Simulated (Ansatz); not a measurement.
**Fe under changes of volume**

One of the cells (12.019 Å³/atom); the others are scaled copies at fixed shape and fractional positions:

```
CELL_PARAMETERS angstrom
-1.44300 1.44300 1.44300
1.44300 -1.44300 1.44300
1.44300 1.44300 -1.44300
ATOMIC_POSITIONS crystal
Fe 0.00000 0.00000 0.00000
```

```yaml
Program: Ansatz 0.2.0
Functional: BLYP
Dispersion: D4
Potentials_or_basis: Ansatz PAW
Cutoff: "420 eV (not typed: the program's choice for these potentials)"
k_mesh: 13 × 13 × 13
Occupations: fermi-dirac, width 0.05 eV
Spin: collinear spin, ferromagnetic start
Starting_moments: "[3.0] μB"
```

```csv
volume (Å³/atom),energy over the lowest point (meV/atom),pressure (GPa),moment (μB per cell)
11.298,0.00,-1.1,2.09
11.538,5.09,-5.1,2.12
11.778,?,?,?
12.019,30.91,-11.2,2.20
12.259,49.65,-13.3,2.26
12.499,70.78,-14.9,2.33
12.740,94.01,-16.2,2.40
```

Task: What does the run at 11.778 Å³/atom give?

Result: Energy over the lowest point 15.73 meV/atom; pressure -8.5 GPa; moment 2.15 μB per cell.

Worked out: A Birch-Murnaghan fit of order 3 (a polynomial in V^(-2/3)) to the other rows has its minimum at 11.24 Å³/atom, just outside them, with B0 = V·E''(V) = 230 GPa (rough, since the energies scatter). It gives 15.75 meV/atom at 11.778 Å³/atom, against the run's 15.73, and -dE/dV = -8.7 GPa, against -8.5. A parabola through the other rows of the moment, of slope 0.176 μB per Å³/atom there, gives 2.16 μB, against the run's 2.15.

Energies are extrapolated to zero smearing.

Caveats: pairwise dispersion overbinds metals, which lowers pressure and volume; the PAW data sets come from PBE, with cores solved anew for the run's functional, which leaves a small shift of forces and pressure.
